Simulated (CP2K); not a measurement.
Crystal: CoO.

```
Co O
1.0
     3.16379    0.00000    0.00000
     1.54099    2.76314    0.00000
     1.54099    0.90503    2.61072
Co O
1 1
Direct
  0.99898 0.99898 0.99898
  0.75102 0.75102 0.75102
```

Measurements of this composition are mostly on another form, of space group No. 225.

Base run:

| Quantity | Value |
| --- | --- |
| Program | CP2K 2026.2 |
| Functional | TASK |
| Potentials or basis | POTENTIAL_UZH Co GTH-SCAN-q17, O GTH-SCAN-q6; TZVP-MOLOPT-SCAN-GTH basis |
| Density cutoff | 17007 eV |
| k mesh | 10 × 10 × 10 |
| Occupations | fermi-dirac, width 0.01 eV |
| Spin | collinear spin, ferromagnetic start |
| Starting moments | [2.0, 0.0] μB |

Its results: band gap on the k mesh 0.06 eV, indirect (least direct gap 0.12 eV); net moment 3.00 μB per cell; site moments Co +2.64; O +0.36 μB.

Problem. The run is repeated on the same cell with these changes: functional from TASK to SCAN; eps_default from 1.0E-9 to 1.0E-10. What comes out?

Solution. Band gap on the k mesh 0.33 eV, direct; net moment 3.00 μB per cell; site moments Co +2.75; O +0.25 μB.

Caveats: the basis of atomic orbitals isn't converged, which shifts pressures, moduli and gaps; a cell with one magnetic atom can't hold antiferromagnetic order, which such compounds often take.

Not every run made on this cell is shown here.
